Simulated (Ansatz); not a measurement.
## Residual resistivity of an alloy: Ru(0001) with 2 layers of random Ru-Au, 2x2

Wanted: resistance against the alloy's length, first Ru(0001) with 2 layers of random Ru-Au, 2x2.

Program: Ansatz 0.2.0. Level of theory: Ansatz plane-wave DFT, PBE, PAW files; ballistic transport by layer matching (Landauer), zero bias; PAW set soft_1. Results are calculated unless marked as measured.

**1. The starting structure**

The cell holds 48 atoms: 42 Ru and 6 Au. Its edges and angles: a = 5.412 Å, b = 5.412 Å, c = 25.691 Å, α = 90.0°, β = 90.0°, γ = 120.0°. It derives from Ru. Regions: lead, 40 atoms (40 Ru); scattering region, 8 atoms (6 Au and 2 Ru). The structure is stacked along c, and the current runs across the ab planes.

**2. With 2 alloy layers**

In 2 layers a share of 0.75 of the sites is given to Au at random. The layers about the cell's end stay perfect and serve as the lead. Energies from -0.05 to 0.05 eV in steps of 0.05 eV are too few for the program's thermal sum, so it prints no conductance; for a metal the transmission near the Fermi level serves, at a fraction of the cost.

File input.yaml:

```yaml
crystal:
  lattice:
    - [5.4116, 0.0, 0.0]
    - [-2.7058, 4.6865830751, 0.0]
    - [0.0, 0.0, 25.6914]
  atoms:
    - { symbol: Ru, position: [0.1666666667, 0.3333333333, 0.0416666667] }
    - { symbol: Ru, position: [0.1666666667, 0.8333333333, 0.0416666667] }
    - { symbol: Ru, position: [0.6666666667, 0.3333333333, 0.0416666667] }
    - { symbol: Ru, position: [0.6666666667, 0.8333333333, 0.0416666667] }
    - { symbol: Ru, position: [0.3333333333, 0.1666666667, 0.125] }
    - { symbol: Ru, position: [0.3333333333, 0.6666666667, 0.125] }
    - { symbol: Ru, position: [0.8333333333, 0.1666666667, 0.125] }
    - { symbol: Ru, position: [0.8333333333, 0.6666666667, 0.125] }
    - { symbol: Ru, position: [0.1666666667, 0.3333333333, 0.2083333333] }
    - { symbol: Ru, position: [0.1666666667, 0.8333333333, 0.2083333333] }
    - { symbol: Ru, position: [0.6666666667, 0.3333333333, 0.2083333333] }
    - { symbol: Ru, position: [0.6666666667, 0.8333333333, 0.2083333333] }
    - { symbol: Ru, position: [0.3333333333, 0.1666666667, 0.2916666667] }
    - { symbol: Ru, position: [0.3333333333, 0.6666666667, 0.2916666667] }
    - { symbol: Ru, position: [0.8333333333, 0.1666666667, 0.2916666667] }
    - { symbol: Ru, position: [0.8333333333, 0.6666666667, 0.2916666667] }
    - { symbol: Ru, position: [0.1666666667, 0.3333333333, 0.375] }
    - { symbol: Ru, position: [0.1666666667, 0.8333333333, 0.375] }
    - { symbol: Ru, position: [0.6666666667, 0.3333333333, 0.375] }
    - { symbol: Ru, position: [0.6666666667, 0.8333333333, 0.375] }
    - { symbol: Au, position: [0.3333333333, 0.1666666667, 0.4583333333] }
    - { symbol: Ru, position: [0.3333333333, 0.6666666667, 0.4583333333] }
    - { symbol: Au, position: [0.8333333333, 0.1666666667, 0.4583333333] }
    - { symbol: Au, position: [0.8333333333, 0.6666666667, 0.4583333333] }
    - { symbol: Ru, position: [0.1666666667, 0.3333333333, 0.5416666667] }
    - { symbol: Au, position: [0.1666666667, 0.8333333333, 0.5416666667] }
    - { symbol: Au, position: [0.6666666667, 0.3333333333, 0.5416666667] }
    - { symbol: Au, position: [0.6666666667, 0.8333333333, 0.5416666667] }
    - { symbol: Ru, position: [0.3333333333, 0.1666666667, 0.625] }
    - { symbol: Ru, position: [0.3333333333, 0.6666666667, 0.625] }
    - { symbol: Ru, position: [0.8333333333, 0.1666666667, 0.625] }
    - { symbol: Ru, position: [0.8333333333, 0.6666666667, 0.625] }
    - { symbol: Ru, position: [0.1666666667, 0.3333333333, 0.7083333333] }
    - { symbol: Ru, position: [0.1666666667, 0.8333333333, 0.7083333333] }
    - { symbol: Ru, position: [0.6666666667, 0.3333333333, 0.7083333333] }
    - { symbol: Ru, position: [0.6666666667, 0.8333333333, 0.7083333333] }
    - { symbol: Ru, position: [0.3333333333, 0.1666666667, 0.7916666667] }
    - { symbol: Ru, position: [0.3333333333, 0.6666666667, 0.7916666667] }
    - { symbol: Ru, position: [0.8333333333, 0.1666666667, 0.7916666667] }
    - { symbol: Ru, position: [0.8333333333, 0.6666666667, 0.7916666667] }
    - { symbol: Ru, position: [0.1666666667, 0.3333333333, 0.875] }
    - { symbol: Ru, position: [0.1666666667, 0.8333333333, 0.875] }
    - { symbol: Ru, position: [0.6666666667, 0.3333333333, 0.875] }
    - { symbol: Ru, position: [0.6666666667, 0.8333333333, 0.875] }
    - { symbol: Ru, position: [0.3333333333, 0.1666666667, 0.9583333333] }
    - { symbol: Ru, position: [0.3333333333, 0.6666666667, 0.9583333333] }
    - { symbol: Ru, position: [0.8333333333, 0.1666666667, 0.9583333333] }
    - { symbol: Ru, position: [0.8333333333, 0.6666666667, 0.9583333333] }
kpoints:
  mp_grid: { grid: [5, 5, 1] }
hamiltonian:
  xc: pbe
  pseudopotentials: { kind: paw, azcp: { folder: soft_1 } }
scf:
  occupations: { method: fermi_dirac, width: 0.1 }
output:
  transmission:
    leads: [[0, 8]]
    kmesh: [10, 10]
    e_range: [-0.05, 0.05]
    de: 0.05
  write_potential: true
  write_density: true
  volumetric_format: npy
```

The run is started by

```
ansatz run input.yaml --threads 4 --pin off --max-ram 15360MiB --backend cpu --events-out ev --progress --plain --runs-dir out
```

Numbers of over 12 decimals in the logs are rounded to 6 here.

The program printed:

```text
Engine: ansatz 0.2.0, aarch64-unknown-linux-gnu
Pseudopotentials: kind: paw
Pseudopotential: Ru, paw, valence charge 16, recommended cutoff 420 eV (normal), soft_1/Ru.paw.azcp
Pseudopotential: Au, paw, valence charge 19, recommended cutoff 420 eV (normal), soft_1/Au.paw.azcp
Functional definition: PBE
  parameter kappa = 0.804
  parameter beta = 0.066725
  exchange = pbe_x(kappa = kappa, mu = beta*pi^2/3)
  correlation = pbe_c(beta = beta)
Crystal: 48 atoms, lattice volume = 651.583 Å³
Basis set: ecut = 420 eV, 12691 PW (Γ)
Bands: 472, of which v1, the nominal top of the filled ones, is band 393 counted from 1 (392 counted from 0)
Symmetry: 4 space group operations
Space group: C2/m (ITA 12), of the structure as read, at distance tolerance 8.7e-5 Å
k-points: 9 of 25
Non-local potential: Ru, projectors of the file, l = 0: 3, l = 1: 2, l = 2: 2, l = 3: 1
Non-local potential: Au, projectors of the file, l = 0: 3, l = 1: 2, l = 2: 2, l = 3: 1
PAW form: soft (Blöchl's): semilocal exchange-correlation on the pseudo side does not see the compensation charge
PAW one-centre angular grid: Ru, 590 points (default); XC on 64 Gauss nodes
PAW one-centre angular grid: Au, 590 points (default); XC on 64 Gauss nodes
Initial density: superposition of atomic densities (chi_scale 0.1, normalization cell, long waves of neutral atoms (reshape's long-wave potential 11.06 eV rms, cloud 2.82 Å wide))
Initial wavefunctions: pseudopotential atomic-orbital guess
Functional: x = pbe(κ = 0.804, μ = 0.219515), c = pbe(β = 0.066725)
SCF iter   1: F=—  HF=-325900.587428 eV  |F-HF|=—  |Δ(HF+E_count)|=         —  Δρ=2.28e-1  dr2=4.72e3  ethr=3.10e-3  ⟨swp⟩=5.2  Hψ=14059  notcnv=0  defer=49
preconditioner: auto → Kerker (q_TF=auto, 2.815 Å⁻¹)  [metal: Δε(μ)=0.001 eV  Ē_g=5.802 eV  σ=0.100 eV  W_gap=0.00  n_scr=268 (ndim 8)  ℏωp=29.2 eV  f_vac=0.000  D(μ)=38.92/eV (n_scr^D=380)]
SCF iter   2: F=—  HF=-325839.096277 eV  |F-HF|=—  |Δ(HF+E_count)|=    6.15e1  Δρ=1.26e-1  dr2=1.85e3  ethr=3.10e-3  ⟨swp⟩=2.0  Hψ=8594  notcnv=0  defer=109
SCF iter   3: F=—  HF=-325810.125610 eV  |F-HF|=—  |Δ(HF+E_count)|=    2.90e1  Δρ=3.87e-2  dr2=3.48e1  ethr=3.10e-3  ⟨swp⟩=3.9  Hψ=10434  notcnv=0  defer=108
SCF iter   4: F=—  HF=-325807.169650 eV  |F-HF|=—  |Δ(HF+E_count)|=    2.96e0  Δρ=1.19e-2  dr2=2.46e1  ethr=3.10e-3  ⟨swp⟩=2.4  Hψ=7195  notcnv=0  defer=98
SCF iter   5: F=—  HF=-325806.289337 eV  |F-HF|=—  |Δ(HF+E_count)|=   8.80e-1  Δρ=7.45e-3  dr2=5.34e0  ethr=3.10e-3  ⟨swp⟩=2.0  Hψ=4255  notcnv=0  defer=100
SCF iter   6: F=—  HF=-325806.129170 eV  |F-HF|=—  |Δ(HF+E_count)|=   1.60e-1  Δρ=2.94e-3  dr2=7.97e-1  ethr=6.80e-4  ⟨swp⟩=2.0  Hψ=4905  notcnv=0  defer=104
SCF iter   7: F=—  HF=-325806.100029 eV  |F-HF|=—  |Δ(HF+E_count)|=   2.91e-2  Δρ=6.67e-4  dr2=4.71e-2  ethr=1.01e-4  ⟨swp⟩=1.2  Hψ=4233  notcnv=0  defer=104
SCF iter   8: F=—  HF=-325806.099427 eV  |F-HF|=—  |Δ(HF+E_count)|=   6.02e-4  Δρ=2.89e-4  dr2=4.35e-3  ethr=6.00e-6  ⟨swp⟩=1.8  Hψ=4558  notcnv=0  defer=104
SCF iter   9: F=—  HF=-325806.099312 eV  |F-HF|=—  |Δ(HF+E_count)|=   1.15e-4  Δρ=8.64e-5  dr2=7.94e-4  ethr=5.53e-7  ⟨swp⟩=1.6  Hψ=4186  notcnv=0  defer=104
SCF iter  10: F=—  HF=-325806.099338 eV  |F-HF|=—  |Δ(HF+E_count)|=   2.57e-5  Δρ=1.36e-5  dr2=2.17e-5  ethr=1.01e-7  ⟨swp⟩=1.1  Hψ=4138  notcnv=0  defer=104
SCF iter  11: F=—  HF=-325806.100342 eV  |F-HF|=—  |Δ(HF+E_count)|=   1.00e-3  Δρ=3.51e-6  dr2=1.36e-6  ethr=2.76e-9  ⟨swp⟩=1.4  Hψ=4337  notcnv=0  defer=109
SCF iter  12: F=-325806.100342 eV  HF=-325806.100342 eV  |F-HF|=5.81e-8  |Δ(HF+E_count)|=  3.49e-10  Δρ=1.27e-6  dr2=6.14e-8  ethr=1.27e-11  ⟨swp⟩=8.4  Hψ=13413  notcnv=0
SCF 1 converged in 12 iterations: F = -325806.100342 eV  dr2 = 6.14e-8
  greatest PAW one-centre occupation: 1.000 electrons in one spin orbital (limit 2), on the Au atom at site 27 (counted from 0), in its partial waves of l = 0
transmission: 152 of 1488 steps passed
transmission: 299 of 1488 steps passed
[...]
transmission: 1488 of 1488 steps passed
SCF converged after 12 iterations
Free energy (F): -325806.100342 eV
Harris-Foulkes:  -325806.100342 eV  (|F-HF|=5.81e-8)
Internal energy: -325804.630998 eV  (E = F + TS)
E sigma→0 (E₀):  -325805.365670 eV
Entropy (-TS):   -1.469344 eV (-30.611 meV/atom)
Fermi energy:    23.897281 eV
--- Per-component energies (eV) ---
  E_band       = -2991.934070
  E_kinetic    = 22853.384955
  E_local      = -65157.357462  (includes V_loc(G=0)·N_el)
  E_nonlocal   = 17919.015210
  E_hartree    = 23208.703228
  E_xc         = -8458.301816
  E_vxc        = -10634.618212  (∫ρ·V_xc dr)
  E_paw        = -205454.044985  (= ΣΔE_a)
  E_vpaw       = -14389.828534  (= ΣTr[D̂ρ^β])
  E_aug_tail   = 0.035758  (compensation charges beyond the density's cutoff)
  E_ewald      = -110716.065886
  E_smearing   = -1.469344  (= −TS)
  E_closure    = -0.000000  (closes the sum)
  Σ components = -325806.100342   (vs F -325806.100342, Δ=0.00e0)
--- Band table (eV; the first three rows and the last of 9) ---
  k-point 0: bands = [... 389 lower, 24.5221, 24.7140, 24.7391, 24.7830, 24.7878, 24.8060, 24.9317, 24.9343, ... 75 higher]
  k-point 1: bands = [... 389 lower, 24.1274, 24.1512, 24.2433, 24.2777, 24.3275, 24.3640, 24.4807, 24.4864, ... 75 higher]
  k-point 2: bands = [... 389 lower, 23.6512, 23.6571, 23.6776, 23.6929, 23.7676, 23.7914, 23.8282, 23.8773, ... 75 higher]
  k-point 8: bands = [... 389 lower, 23.5616, 23.7081, 23.7936, 23.8334, 23.8367, 23.9223, 23.9372, 23.9603, ... 75 higher]
--- Transmission ---
  basis      : 223 plane waves across, 48 finite elements along
  points     : 31, standing for a mesh of 10 x 10
  energies   : 3 from -0.050000 to 0.050000 eV about the Fermi level, 0.050000 eV apart; the leads are filled to 0.000000 eV, and channels, transmission and decay are at 0.000000 eV
  crystal 0  : Ru8, at the sites [0, 8], period 4.2819 Å, over 21.41 Å; its Hamiltonian steps by up to 39.9 meV: too much for a lead, lay more layers or, if its atoms are ordered, name the step of that order
    offset         : up to 0.0000 Å between an atom of the period and one for which it stands
    channels       : 5.280000e0 a spin
    conductance    : none, the energies end too early or step too widely for 300 K: set another output.transmission.e_range or a lower de, or, where they end at an eighth of basis.ecutwfc, a higher one
  junction   : crystal 0 to crystal 0, 0.70 to 22.11 Å
    transmission   : 2.143722e0 a spin
    conductance    : none, the energies end too early or step too widely for 300 K: set another output.transmission.e_range or a lower de, or, where they end at an eighth of basis.ecutwfc, a higher one
```

Elapsed: 5 min, on 4 threads of Arm Neoverse V1, shared host; peak memory 5.9 GiB.

This step gave:

```yaml
free_energy: -325806.1003 eV
energy_at_zero_smearing: -325805.3657 eV
fermi_energy: 23.90 eV
cell_area: 25.36 Å²
transmission_per_spin_nearest_the_fermi_level: 2.144
open_channels_per_spin_nearest_the_fermi_level: 5.28
step_of_the_lead_s_potential: 39.9 meV
```

Per spin. Table of transmission, zone mean by energy, zero at the Fermi level:

```csv
energy (eV),"transmission, zone mean"
-0.0500,2.13
0.0000,2.14
0.0500,2.22
```

Per spin. Open channels, zone mean, lead against energy, zero at the Fermi level:

```csv
energy (eV),"open channels, zone mean, lead"
-0.0500,5.16
0.0000,5.28
0.0500,5.94
```

Transmission over k1 and k2. At 0.0000 eV from the Fermi level.

Ten even steps from '0' (0.92) to '9' (6.78):
```
1101111000
0011111000
0013441100
1014894101
2113898311
1101498410
0001144310
0000111110
1000111101
2100131001
```
Columns: k1 (b1) from -0.5 to 0.4; rows upwards: k2 (b2) from -0.5 to 0.4.

Open channels over k1 and k2. At 0.0000 eV from the Fermi level.

Values, 10 rows by 10 columns:
```
 4.0  6.0  5.0  5.0  5.0  6.0  4.0  3.0  2.0  3.0
 3.0  5.0  5.0  5.0  5.0  5.0  5.0  3.0  2.0  2.0
 3.0  5.0  5.0  7.0  9.0  7.0  5.0  5.0  3.0  3.0
 4.0  5.0  5.0  9.0 12.0 12.0  9.0  5.0  5.0  4.0
 6.0  6.0  5.0  7.0 12.0 12.0 12.0  7.0  5.0  6.0
 4.0  4.0  5.0  5.0  9.0 12.0 12.0  9.0  5.0  5.0
 3.0  3.0  3.0  5.0  5.0  7.0  9.0  7.0  5.0  5.0
 3.0  2.0  2.0  3.0  5.0  5.0  5.0  5.0  5.0  5.0
 4.0  3.0  2.0  3.0  4.0  6.0  5.0  5.0  5.0  6.0
 6.0  4.0  3.0  3.0  4.0  6.0  4.0  3.0  3.0  4.0
```
Columns: k1 (b1) from -0.5 to 0.4; rows upwards: k2 (b2) from -0.5 to 0.4.

Over the solved energies the transmission per spin lies between 2.13 and 2.22, out of 5.46 channels of the lead on average (up to 5.94). The log calls the step of a lead's potential too much.

**3. With 6 alloy layers**

In 6 layers a share of 0.75 of the sites is given to Au at random. A fresh draw is used; the growth of the resistance with length is what counts.

System of this step: Ru(0001) with 6 layers of random Ru-Au, 2x2. The cell holds 64 atoms: 46 Ru and 18 Au. Cell: a = 5.412 Å, b = 5.412 Å, c = 34.255 Å, α = 90.0°, β = 90.0°, γ = 120.0°. It derives from Ru. Regions: lead, 40 atoms (40 Ru); scattering region, 24 atoms (6 Ru and 18 Au). The structure is stacked along c, and the current runs across the ab planes.

File input.yaml:

```yaml
crystal:
  lattice:
    - [5.4116, 0.0, 0.0]
    - [-2.7058, 4.6865830751, 0.0]
    - [0.0, 0.0, 34.2552]
  atoms:
    - { symbol: Ru, position: [0.1666666667, 0.3333333333, 0.03125] }
    - { symbol: Ru, position: [0.1666666667, 0.8333333333, 0.03125] }
    - { symbol: Ru, position: [0.6666666667, 0.3333333333, 0.03125] }
    - { symbol: Ru, position: [0.6666666667, 0.8333333333, 0.03125] }
    - { symbol: Ru, position: [0.3333333333, 0.1666666667, 0.09375] }
    - { symbol: Ru, position: [0.3333333333, 0.6666666667, 0.09375] }
    - { symbol: Ru, position: [0.8333333333, 0.1666666667, 0.09375] }
    - { symbol: Ru, position: [0.8333333333, 0.6666666667, 0.09375] }
    - { symbol: Ru, position: [0.1666666667, 0.3333333333, 0.15625] }
    - { symbol: Ru, position: [0.1666666667, 0.8333333333, 0.15625] }
    - { symbol: Ru, position: [0.6666666667, 0.3333333333, 0.15625] }
    - { symbol: Ru, position: [0.6666666667, 0.8333333333, 0.15625] }
    - { symbol: Ru, position: [0.3333333333, 0.1666666667, 0.21875] }
    - { symbol: Ru, position: [0.3333333333, 0.6666666667, 0.21875] }
    - { symbol: Ru, position: [0.8333333333, 0.1666666667, 0.21875] }
    - { symbol: Ru, position: [0.8333333333, 0.6666666667, 0.21875] }
    - { symbol: Ru, position: [0.1666666667, 0.3333333333, 0.28125] }
    - { symbol: Ru, position: [0.1666666667, 0.8333333333, 0.28125] }
    - { symbol: Ru, position: [0.6666666667, 0.3333333333, 0.28125] }
    - { symbol: Ru, position: [0.6666666667, 0.8333333333, 0.28125] }
    - { symbol: Ru, position: [0.3333333333, 0.1666666667, 0.34375] }
    - { symbol: Au, position: [0.3333333333, 0.6666666667, 0.34375] }
    - { symbol: Au, position: [0.8333333333, 0.1666666667, 0.34375] }
    - { symbol: Ru, position: [0.8333333333, 0.6666666667, 0.34375] }
    - { symbol: Au, position: [0.1666666667, 0.3333333333, 0.40625] }
    - { symbol: Ru, position: [0.1666666667, 0.8333333333, 0.40625] }
    - { symbol: Au, position: [0.6666666667, 0.3333333333, 0.40625] }
    - { symbol: Au, position: [0.6666666667, 0.8333333333, 0.40625] }
    - { symbol: Au, position: [0.3333333333, 0.1666666667, 0.46875] }
    - { symbol: Au, position: [0.3333333333, 0.6666666667, 0.46875] }
    - { symbol: Ru, position: [0.8333333333, 0.1666666667, 0.46875] }
    - { symbol: Au, position: [0.8333333333, 0.6666666667, 0.46875] }
    - { symbol: Au, position: [0.1666666667, 0.3333333333, 0.53125] }
    - { symbol: Au, position: [0.1666666667, 0.8333333333, 0.53125] }
    - { symbol: Au, position: [0.6666666667, 0.3333333333, 0.53125] }
    - { symbol: Au, position: [0.6666666667, 0.8333333333, 0.53125] }
    - { symbol: Au, position: [0.3333333333, 0.1666666667, 0.59375] }
    - { symbol: Ru, position: [0.3333333333, 0.6666666667, 0.59375] }
    - { symbol: Au, position: [0.8333333333, 0.1666666667, 0.59375] }
    - { symbol: Ru, position: [0.8333333333, 0.6666666667, 0.59375] }
    - { symbol: Au, position: [0.1666666667, 0.3333333333, 0.65625] }
    - { symbol: Au, position: [0.1666666667, 0.8333333333, 0.65625] }
    - { symbol: Au, position: [0.6666666667, 0.3333333333, 0.65625] }
    - { symbol: Au, position: [0.6666666667, 0.8333333333, 0.65625] }
    - { symbol: Ru, position: [0.3333333333, 0.1666666667, 0.71875] }
    - { symbol: Ru, position: [0.3333333333, 0.6666666667, 0.71875] }
    - { symbol: Ru, position: [0.8333333333, 0.1666666667, 0.71875] }
    - { symbol: Ru, position: [0.8333333333, 0.6666666667, 0.71875] }
    - { symbol: Ru, position: [0.1666666667, 0.3333333333, 0.78125] }
    - { symbol: Ru, position: [0.1666666667, 0.8333333333, 0.78125] }
    - { symbol: Ru, position: [0.6666666667, 0.3333333333, 0.78125] }
    - { symbol: Ru, position: [0.6666666667, 0.8333333333, 0.78125] }
    - { symbol: Ru, position: [0.3333333333, 0.1666666667, 0.84375] }
    - { symbol: Ru, position: [0.3333333333, 0.6666666667, 0.84375] }
    - { symbol: Ru, position: [0.8333333333, 0.1666666667, 0.84375] }
    - { symbol: Ru, position: [0.8333333333, 0.6666666667, 0.84375] }
    - { symbol: Ru, position: [0.1666666667, 0.3333333333, 0.90625] }
    - { symbol: Ru, position: [0.1666666667, 0.8333333333, 0.90625] }
    - { symbol: Ru, position: [0.6666666667, 0.3333333333, 0.90625] }
    - { symbol: Ru, position: [0.6666666667, 0.8333333333, 0.90625] }
    - { symbol: Ru, position: [0.3333333333, 0.1666666667, 0.96875] }
    - { symbol: Ru, position: [0.3333333333, 0.6666666667, 0.96875] }
    - { symbol: Ru, position: [0.8333333333, 0.1666666667, 0.96875] }
    - { symbol: Ru, position: [0.8333333333, 0.6666666667, 0.96875] }
kpoints:
  mp_grid: { grid: [5, 5, 1] }
hamiltonian:
  xc: pbe
  pseudopotentials: { kind: paw, azcp: { folder: soft_1 } }
scf:
  occupations: { method: fermi_dirac, width: 0.1 }
output:
  transmission:
    leads: [[0, 8]]
    kmesh: [10, 10]
    e_range: [-0.05, 0.05]
    de: 0.05
  write_potential: true
  write_density: true
  volumetric_format: npy
```

The program printed:

```text
[...]
Crystal: 64 atoms, lattice volume = 868.777 Å³
Basis set: ecut = 420 eV, 16909 PW (Γ)
Bands: 647, of which v1, the nominal top of the filled ones, is band 539 counted from 1 (538 counted from 0)
Symmetry: 1 space group operations
[...]
k-points: 13 of 25 (time reversal used)
[...]
SCF iter   1: F=—  HF=-507249.113788 eV  |F-HF|=—  |Δ(HF+E_count)|=         —  Δρ=2.45e-1  dr2=1.99e4  ethr=3.10e-3  ⟨swp⟩=5.0  Hψ=26783  notcnv=0  defer=254
[...]
SCF iter  13: F=-507120.750491 eV  HF=-507120.750492 eV  |F-HF|=5.12e-8  |Δ(HF+E_count)|=   8.73e-9  Δρ=5.02e-7  dr2=5.19e-8  ethr=9.28e-12  ⟨swp⟩=9.3  Hψ=24537  notcnv=0
SCF 1 converged in 13 iterations: F = -507120.750491 eV  dr2 = 5.19e-8
[...]
transmission: 319 of 3172 steps passed
transmission: 636 of 3172 steps passed
[...]
transmission: 3172 of 3172 steps passed
SCF converged after 13 iterations
Free energy (F): -507120.750491 eV
[...]
Internal energy: -507118.801431 eV  (E = F + TS)
E sigma→0 (E₀):  -507119.775961 eV
Entropy (-TS):   -1.949061 eV (-30.454 meV/atom)
Fermi energy:    24.536004 eV
[...]
--- Band table (eV; the first three rows and the last of 13) ---
  k-point 0: bands = [... 535 lower, 25.1953, 25.2057, 25.2183, 25.2387, 25.2953, 25.3190, 25.3416, 25.3772, ... 104 higher]
  k-point 1: bands = [... 535 lower, 24.7259, 24.7527, 24.7945, 24.8091, 24.8396, 24.8994, 24.9150, 25.0070, ... 104 higher]
  k-point 2: bands = [... 535 lower, 24.2999, 24.3130, 24.3343, 24.3744, 24.3998, 24.4378, 24.4614, 24.4854, ... 104 higher]
  k-point 12: bands = [... 535 lower, 24.3471, 24.3946, 24.4332, 24.4593, 24.4805, 24.5289, 24.5556, 24.5963, ... 104 higher]
--- Transmission ---
  basis      : 223 plane waves across, 61 finite elements along
  points     : 52, standing for a mesh of 10 x 10
[...]
channels       : 5.280000e0 a spin
[...]
junction   : crystal 0 to crystal 0, 0.70 to 30.67 Å
    transmission   : 1.208733e0 a spin
[...]
```

Wall time 21 min (4 threads); peak memory 7.8 GiB.

This step gave:

| Item | Value |
| --- | --- |
| free energy | -507120.7505 eV |
| energy at zero smearing | -507119.7760 eV |
| Fermi energy | 24.54 eV |
| transmission per spin nearest the Fermi level | 1.209 |
| step of the lead's potential | 38.5 meV |

Per spin. Table of transmission, zone mean by energy, zero at the Fermi level:

| energy (eV) | transmission, zone mean |
| --- | --- |
| -0.0500 | 1.20 |
| 0.0000 | 1.21 |
| 0.0500 | 1.30 |

Over the solved energies the transmission per spin lies between 1.20 and 1.30, out of 5.46 channels of the lead on average (up to 5.94). The log calls the step of a lead's potential too much.

(Part 1 of 2 ends here.)

[Logs are printed without paths, hosts, clocks, repeated set-up lines and the standing remarks that a program may print on its own settings, such as how far it seeks lower states.]

[Hosts, paths, dates, database ids (printed as entryN), source tags and the programs' standing remarks are cut or masked in the printed files.]
